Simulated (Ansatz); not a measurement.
TiSi2:

```
Ti Si
1.0
     0.00000    4.11752    4.26290
     2.38951    0.00000    4.26290
     2.38951    4.11752    0.00000
Ti Si
2 4
Direct
  0.75000 0.75000 0.75000
  0.50000 0.50000 0.50000
  0.41257 0.08743 0.41257
  0.08743 0.41257 0.08743
  0.16257 0.83743 0.16257
  0.83743 0.16257 0.83743
```

The cell is a database's computed one.

Base run:

| Item | Value |
| --- | --- |
| Program | Ansatz 0.2.0 |
| Functional | r2SCAN |
| Potentials or basis | Ansatz PAW |
| Cutoff | 500 eV (not typed: the program's choice for these potentials) |
| k mesh | 7 × 7 × 7 |
| Occupations | fermi-dirac, width 0.05 eV |
| Spin | no spin polarisation |

Its results: band gap on the k mesh none (metal or under the smearing width); pressure -0.2 GPa; largest force 0.016 eV/Å.

Q: The run is repeated on the same cell with these changes: functional from r2SCAN to BLYP; cutoff from 500 eV (not typed: the program's choice for these potentials) to 420 eV (not typed: the program's choice for these potentials). What comes out?

A: Band gap on the k mesh none (metal or under the smearing width); pressure 8.9 GPa; largest force 0.017 eV/Å.

Caveats: the PAW data sets come from PBE, with cores solved anew for the run's functional, which leaves a small shift of forces and pressure; the density of states is complete only up to the lowest level of the last band computed.
